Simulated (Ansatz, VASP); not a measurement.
## Mg2Ge2N: VASP beside Ansatz

```
CELL_PARAMETERS angstrom
3.37969 0.00000 0.00000
-1.68985 2.92690 0.00000
0.00000 0.00000 9.93829
ATOMIC_POSITIONS crystal
Mg 0.33333 0.66667 0.00000
Mg 0.00000 0.00000 0.50000
Ge 0.00000 0.00000 0.21895
Ge 0.00000 0.00000 0.78105
N 0.33333 0.66667 0.50000
```

Alike in both runs: functional PBE; k mesh 12 × 12 × 4; occupations gaussian, width 0.1 eV; no spin polarisation.

Ansatz relaxed the structure, and its values are those at the end. VASP's run is a single point on that final structure, the one shown.

|  | VASP | Ansatz |
| --- | --- | --- |
| version | VASP 6.6.1 | Ansatz 0.2.0 |
| potentials or method | VASP PAW PBE potentials, release 64 (Mg, Ge_d, N) | scalar-relativistic, plane waves, PAW |
| plane-wave cutoff (eV) | 520 | 420 |
| valence electrons in the cell | 37 | 53 |

|  | VASP | Ansatz | Ansatz less VASP |
| --- | --- | --- | --- |
| gap on the k mesh at the Fermi level (eV) | none | none | - |
| pressure (GPa) | -0.1 | 0.0 | +0.07 |

A gap of «none» marks a metal or a gap that the smearing closes. With one functional, cell and mesh, what is left measures potentials, basis and numerics. The two sets of potentials don't hold the same shells in valence.
